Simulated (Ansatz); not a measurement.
Start from LaAlO₃ (space group R-3c, No. 167; a = 5.4124 Å, c = 13.1925 Å (hexagonal axes)).

Structures relaxed with PBE (Ansatz, a program for electronic structure, PAW, no spin-orbit coupling), earlier PAW set.

Base:

Simulated powder pattern, Co Kα, λ = 1.79026 Å (kinematic, ideal powder, no thermal factors, no anomalous dispersion; the 10 strongest lines at most, above 2 %, up to 2θ = 90°):

| 2θ (°) | I/Imax (%) | hkl |
|---|---|---|
| 27.10 | 94 | (012) |
| 38.63 | 98 | (110) |
| 38.76 | 100 | (104) |
| 47.82 | 60 | (202) |
| 48.05 | 21 | (006) |
| 55.88 | 68 | (024) |
| 63.09 | 21 | (122) |
| 69.91 | 21 | (300) |
| 69.99 | 39 | (214) |
| 83.17 | 21 | (208) |

Perturbation: a hydrostatic pressure of 4.2 GPa.

After the change:

Simulated powder pattern, Co Kα, λ = 1.79026 Å (kinematic, ideal powder, no thermal factors, no anomalous dispersion; the 10 strongest lines at most, above 2 %, up to 2θ = 90°):

```tsv
2θ (°)	I/Imax (%)	hkl
27.30	94	(012)
38.94	99	(110)
39.06	100	(104)
48.21	60	(202)
48.41	21	(006)
56.33	69	(024)
63.62	21	(122)
70.60	39	(214)
83.60	21	(220)
83.91	21	(208)
```

The indices refer to the base's conventional cell; one index is shown for lines that coincide.

Load acts through the strain it causes; cell and atoms are relaxed under it. No phonon test of stability was made.
